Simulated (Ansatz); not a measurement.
A 3-atom cell of Li₂O started from a crystallographic database at its r2SCAN geometry, run in the plane-wave code Ansatz at 3 levels of theory. No spin polarisation and no zero-point or thermal motion.

The r2SCAN input:
```yaml
crystal:
  lattice:
    - [0.0, 2.2863690198, 2.2863690198]
    - [2.2863690198, 0.0, 2.2863690198]
    - [2.2863690198, 2.2863690198, 0.0]
  atoms:
    - { symbol: Li, position: [0.25, 0.25, 0.25] }
    - { symbol: Li, position: [0.75, 0.75, 0.75] }
    - { symbol: O, position: [0.0, 0.0, 0.0] }
kpoints:
  mp_grid: { grid: [10, 10, 10] }
  band_path:
    path:
      - [0.0, 0.0, 0.0]
      - [0.5, 0.0, 0.5]
      - [0.625, 0.25, 0.625]
      - [0.375, 0.375, 0.75]
      - [0.5, 0.5, 0.5]
      - [0.5, 0.25, 0.75]
      - [0.0, 0.5, 0.5]
    npoints: 1
hamiltonian:
  xc: r2scan
scf:
  occupations: { method: fixed }
  n_extra_bands: 4
output:
  forces: true
  stress: true
  eigenvalues: true
  write_density: true
  write_potential: true
  elf: true
  volumetric_format: npy
```

Main results, then, where recorded, the levels near the gap in eV from the Fermi energy (columns number the bands from 0), one row a point of the path (Γ, X, U, K, L, W, X):
```
Crystal: 3 atoms, lattice volume = 23.904 Å³
Symmetry: 48 space group operations
Space group: Fm-3m (ITA 225)
```
```
Basis set: ecut = 500 eV, 609 PW (Γ)
Bands: 10, of which v1, the nominal top of the filled ones, is band 6 counted from 1 (5 counted from 0)
k-points: 47 of 1000
Free energy (F): -982.196907 eV
Fermi energy:    2.734775 eV
--- Stress (GPa, compression-positive) ---
        0.007842       0.000000       0.000000
        0.000000       0.007842       0.000000
        0.000000       0.000000       0.007842
  P = ⅓ Tr σ = 0.0078 GPa (0.078 kbar)
```
```tsv
band_3	band_4	band_5	band_6	band_7	band_8
0.000	0.000	0.000	6.204	13.239	13.239
-1.645	-1.421	-1.421	5.767	14.997	14.997
-2.050	-1.556	-1.115	7.398	12.919	14.663
-2.050	-1.556	-1.115	7.398	12.919	14.663
-2.828	-0.457	-0.457	10.277	11.038	13.226
-1.843	-1.530	-1.530	8.022	11.634	15.615
-1.645	-1.421	-1.421	5.767	14.997	14.997
```

r2SCAN gives an indirect gap of 5.77 eV, from Γ to X; the least direct gap is 6.20 eV at Γ.

r2SCANh. Against the first input these blocks differ (the band path and keys that only write files left aside):
```yaml
kpoints:
  mp_grid: { grid: [6, 6, 6] }
hamiltonian:
  xc: r2scanh
```

```
Basis set: ecut = 500 eV, 609 PW (Γ)
Bands: 10, of which v1, the nominal top of the filled ones, is band 6 counted from 1 (5 counted from 0)
k-points: 16 of 216
hybrid outer 1: dexx = +1.340e-4 eV, tail = 7.04e-8 eV
hybrid outer 2: dexx = +3.276e-10 eV, tail = 3.44e-9 eV, Δε = 1.17e-4 eV
Free energy (F): -982.017947 eV
Fermi energy:    2.139296 eV
--- Stress (GPa, compression-positive) ---
       -0.811145       0.000000       0.000000
        0.000000      -0.811145       0.000000
        0.000000       0.000000      -0.811145
  P = ⅓ Tr σ = -0.8111 GPa (-8.111 kbar)
```
```tsv
band_3	band_4	band_5	band_6	band_7	band_8
0.000	0.000	0.000	7.054	14.161	14.161
-1.713	-1.462	-1.462	6.591	16.019	16.019
-2.107	-1.617	-1.148	8.251	13.903	15.655
-2.107	-1.617	-1.148	8.251	13.903	15.655
-2.918	-0.474	-0.474	11.217	11.976	14.139
-1.885	-1.586	-1.586	8.883	12.586	16.642
-1.713	-1.462	-1.462	6.591	16.019	16.019
```

The r2SCANh gap is indirect, 6.59 eV (Γ to X), below the direct gap of 7.05 eV at Γ. The mean pressure is -0.8 GPa (compression positive), so r2SCANh would shrink the cell's volume. The stress of a hybrid is loosely converged here.

Task: In the first input these blocks are replaced (the band path and keys that only write files left aside):
```yaml
kpoints:
  mp_grid: { grid: [6, 6, 6] }
hamiltonian:
  xc: hse06
```
What comes out?

Result:
```
Basis set: ecut = 420 eV, 459 PW (Γ)
Bands: 10, of which v1, the nominal top of the filled ones, is band 6 counted from 1 (5 counted from 0)
k-points: 16 of 216
Exchange kernel: α = 0.2500, screened, ω = 0.2079 Å⁻¹, Wigner–Seitz truncation, v(0) = 1042.9809 eV·Å³, q-mesh 6×6×6
hybrid outer 1: dexx = +3.338e-3 eV, tail = 5.27e-6 eV
hybrid outer 2: dexx = +3.408e-8 eV, tail = 2.22e-8 eV, Δε = 1.82e-3 eV
Free energy (F): -979.828385 eV
Fermi energy:    1.919721 eV
--- Stress (GPa, compression-positive) ---
       -0.339527       0.000000       0.000000
        0.000000      -0.339527       0.000000
        0.000000       0.000000      -0.339527
  P = ⅓ Tr σ = -0.3395 GPa (-3.395 kbar)
```
```tsv
band_3	band_4	band_5	band_6	band_7	band_8
0.000	0.000	0.000	7.161	14.037	14.037
-1.784	-1.521	-1.521	6.654	16.025	16.025
-2.184	-1.683	-1.196	8.327	13.952	15.669
-2.184	-1.683	-1.196	8.327	13.952	15.669
-3.025	-0.497	-0.497	11.331	12.029	14.109
-1.953	-1.650	-1.650	8.974	12.622	16.669
-1.784	-1.521	-1.521	6.654	16.025	16.025
```
HSE06 gives an indirect gap of 6.65 eV, from Γ to X; the least direct gap is 7.16 eV at Γ. The mean stress, -0.3 GPa, is small, and the program warns that its thresholds are loose for a hybrid's stress.

The hybrids run on coarser meshes, which limits their stresses and small splittings of levels.

Totals of different functionals can't be compared.

The meshes of the hybrids are coarse, so their gaps aren't converged to the digits shown.
